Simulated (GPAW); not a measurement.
Runs of GPAW 26.7.0 on SnO2 (Cassiterite). It takes space group P4_2/mnm (No. 136, tetragonal). The conventional cell has a = 4.738 Å, b = 4.738 Å, c = 3.187 Å, α = 90.00°, β = 90.00°, γ = 90.00°. Sn (site symmetry mmm) is surrounded by 6 O at 2.05 to 2.06 Å. O (site symmetry m2m) has 3 Sn at 2.05 to 2.06 Å as nearest neighbours. 

| task | level | potentials or basis | spin | cell | k mesh | data set | optimizer | fmax | max steps | band path | mesh quality | gap on the mesh (eV) | pressure (GPa) | V0 of scaled cells (Å³/atom) | B0 (GPa) |
| --- | --- | --- | --- | --- | --- | --- | --- | --- | --- | --- | --- | --- | --- | --- | --- |
| equation of state | LDA | JTH PAW 2.0, LDA, pw | off | as given | 4 × 4 × 5 | O jth, Sn jth | - | - | - | - | coarse | - | - | 11.84 | 215 |
| relaxation of cell and atoms | PW91 | PAW data sets generated in the run's folder for this functional, pw | off | relaxed | 4 × 4 × 5 | - | LBFGS | 0.05 eV/Å | 100 | - | coarse | (a) | 0.0 | - | - |
| equation of state | PBE | GPAW PAW data sets (gpaw-data 1.2.1), pw | off | as given | 6 × 6 × 8 | - | - | - | - | - | not flagged | - | - | 12.50 | 185 |
| band structure | SCAN | GPAW PAW data sets (gpaw-data 1.2.1), pw | SOC, no magnetisation | as given | 4 × 4 × 5 | - | - | - | - | GXMGZRAZ,XR,MA | coarse | 1.94 | (b) | - | - |

Alike in all rows: cutoff (eV) 800; smearing fermi-dirac 0.05 eV.

Q: Estimate the missing entries.

A: (a) 0.82; (b) 1.1.

Caveats: some runs use coarse meshes; the cell was scaled at fixed shape and fractional positions, which overstates the stiffness of a crystal with free parameters, most of all of layers and chains (some runs); the program truncates these outside data sets (some runs); later steps reuse the first step's grids (some runs); spin-orbit coupling is left out, which moves the levels of the heavy elements (some runs); spin-orbit coupling was added after a scalar SCF, so levels and gaps hold it while energy, forces, pressure and moments don't (some runs); this program's spin-orbit splittings come out too wide for heavy elements (some runs); the PAW data sets were made with another functional, which shifts forces and pressure a little (some runs).

A k mesh can miss the band edges, and rows without SOC leave out spin-orbit coupling on Sn.
